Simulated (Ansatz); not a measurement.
What a change of settings does to a run on TiSe2

Structure from Materials Project entry mp-2194 (possibly hypothetical), not relaxed further. The listed cell was then made from it by scaling, straining or moving an atom.

First run: DFT, PBEsol, all-electron PAW with datasets made for the crystal, scalar-relativistic (Ansatz 0.2.0).

Command: `ansatz run input.yaml --threads 1 --pin off --max-ram 4096MiB --backend cpu --events-out ev --progress --plain --runs-dir out` The run took 62 s on 1 thread of Intel(R) Xeon(R) Processor @ 2.50GHz (Skylake/Cascade Lake), on a shared host, peak memory 0.76 GiB.

```yaml
crystal:
  lattice:
    - [3.4845811776, 0.0, 0.0]
    - [-1.7422905888, 3.0177358213, 0.0]
    - [0.0, 0.0, 6.2191484108]
  atoms:
    - { symbol: Ti, position: [0.0, 0.0, 0.0] }
    - { symbol: Se, position: [0.3333333333, 0.6666666667, 0.23992784] }
    - { symbol: Se, position: [0.6666666667, 0.3333333333, 0.76007216] }
kpoints:
  mp_grid: { grid: [11, 11, 5] }
scf:
  occupations: { method: fermi_dirac, width: 0.05 }
hamiltonian:
  xc: pbesol
  pseudopotentials: { kind: all_electron, datasets: crystal }
output:
  forces: true
  stress: true
  eigenvalues: true
  efg: { contact_densities: true }
```

Result: converged; pressure 2.23 GPa; largest force 0.625 eV/Å; no gap on the k mesh; 11 SCF iterations.

The input is then changed:

```diff
@@ -11,5 +11,5 @@
   mp_grid: { grid: [11, 11, 5] }
 scf:
-  occupations: { method: fermi_dirac, width: 0.05 }
+  occupations: { method: gaussian, width: 0.025 }
 hamiltonian:
   xc: pbesol
```

Q: Predict the outcome of the changed run.

A: It converged; energy at zero smearing +0.1 meV/atom from the first run; pressure 2.26 GPa; largest force 0.612 eV/Å; no gap on the k mesh; 12 SCF iterations.

The results part of its log:

```
SCF 1 converged in 12 iterations: F = -155372.580925 eV  dr2 = 1.69e-8
  Residual-converged pass: ⟨swp⟩=4.5  Hψ=2435  notcnv=0  max |occ|·‖R‖ = 6.4e-6 eV (tolerance 6.5e-6 eV)  dr2=2.06e-8  dr2_onsite=4.56e-9  max |Δocc| = 3.3e-9
  greatest PAW one-centre occupation: 0.705 electrons in one spin orbital (limit 2), on the Se atom at site 2 (counted from 0), in its partial waves of l = 0
SCF converged after 12 iterations
Free energy (F): -155372.580925 eV
Harris-Foulkes:  -155372.580925 eV  (|F-HF|=1.38e-8)
Internal energy: -155372.580542 eV  (E = F + TS)
E sigma→0 (E₀):  -155372.580734 eV
Entropy (-TS):   -0.000383 eV (-0.128 meV/atom)
Past the cutoff: the bands carry plane waves up to 1.75 times it, of which those up to 1.5 times it add -0.000558 eV an atom, each by itself; the spheres take 0.000156 eV an atom off the energy for waves past 1.75 times it
By the cutoff:   a pressure is off by up to 0.006 GPa (1.2 times the spheres' own share and the shells' term, over an atom's volume, and 0.004 GPa: a bound that held against runs at twice the plane waves)
Past the cutoffs: a stress includes 0.0030 GPa for waves and charges beyond them, in addition to the slope of what the spheres take
In the spheres:  the bands' charges fall short by 5.4e-7 e at most (sound up to 1e-3), those of shells solved beside the bands by 3.1e-7 e (sound up to 5e-4)
Fermi energy:    9.891704 eV
--- Per-component energies (eV) ---
  The terms above E_closure are by the made datasets' own strengths, without shells solved beside the bands.
--- Forces (eV/Å), atoms counted from 1 ---
  atom   1  Ti    -0.00000000     0.00000000     0.00000000
  atom   2  Se     0.00000000     0.00000000     0.61185437
  atom   3  Se    -0.00000000    -0.00000000    -0.61185437
  max |Σ_I F_I| component: 1.85e-17 eV/Å
--- Stress (GPa, compression-positive) ---
        1.729958      -0.000000       0.000000
       -0.000000       1.729958      -0.000000
        0.000000      -0.000000       3.309063
  P = ⅓ Tr σ = 2.2563 GPa (22.563 kbar)
  It holds what live shells' own plane waves past their cutoff add
--- PAW observables at the nuclei: V_zz in 10²¹ V/m², potentials from the cell's mean, atoms counted from 1 ---
  atom   1  Ti V_zz =    -2.657477   η = 0.0000   by run symmetry: allowed
            electrostatic potential = -2525.045787 V   contact ρ = 56685.868888 e/Å³
  atom   2  Se V_zz =    -4.599418   η = 0.0000   by run symmetry: allowed
            electrostatic potential = -4709.334783 V   contact ρ = 262468.190444 e/Å³
  atom   3  Se V_zz =    -4.599418   η = 0.0000   by run symmetry: allowed
            electrostatic potential = -4709.334783 V   contact ρ = 262468.190444 e/Å³
--- Band table (eV; the first three rows and the last of 68) ---
  k-point 0: bands = ["-4.1357", "-2.7541", "4.6032", "7.5178", "7.5178", "9.8038", "10.3975", "10.3975", "10.5165", "10.5165"]
  k-point 1: bands = ["-4.0717", "-2.8628", "4.9078", "7.5269", "7.5269", "8.9504", "10.3938", "10.3938", "10.4756", "10.4756"]
  k-point 2: bands = ["-3.9395", "-3.0644", "5.6068", "7.5418", "7.5418", "7.7805", "10.3887", "10.3887", "10.4104", "10.4104"]
  k-point 67: bands = ["-2.3314", "-2.2842", "5.3319", "5.5982", "6.1863", "6.9967", "7.6795", "7.8354", "10.9718", "11.3866"]
```
